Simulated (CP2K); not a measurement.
**SnSe in CP2K: the effect of functional**

Crystal: SnSe.

```
Sn Se
1.0
    11.42000    0.00000    0.00000
     0.00000    4.19000    0.00000
     0.00000    0.00000    4.46000
Sn Se
4 4
Direct
  0.87700 0.75000 0.90900
  0.62300 0.25000 0.40900
  0.37700 0.75000 0.59100
  0.12300 0.25000 0.09100
  0.64300 0.75000 0.98400
  0.85700 0.25000 0.48400
  0.14300 0.75000 0.51600
  0.35700 0.25000 0.01600
```

Alike in all runs:

```yaml
Program: CP2K 2026.2
Task: band structure
Potentials_or_basis: POTENTIAL_UZH Sn GTH-PBE-q4, Se GTH-PBE-q6; DZVP-MOLOPT-PBE-GTH basis
Density_cutoff: 9184 eV
k_mesh: 2 × 5 × 5
Occupations: fermi-dirac, width 0.05 eV
Spin: no spin polarisation
```

| functional | pressure (GPa) | largest force (eV/Å) |
| --- | --- | --- |
| PBE | 3.6 | 0.39 |
| LDA | 2.1 | 0.49 |
| PBEsol | ? | ? |
| PW91 | 3.7 | 0.39 |
| BEEF-vdW | 4.5 | 0.26 |
| OLYP | 3.6 | 0.24 |
| r2SCAN | 3.5 | 0.31 |

**Question.** What does the run with functional PBEsol give?

**Answer.** Pressure 2.2 GPa; largest force 0.47 eV/Å.

Caveats: the basis of atomic orbitals isn't converged, which shifts pressures, moduli and gaps; the potentials were made for another functional, which shifts forces and pressure (some runs).
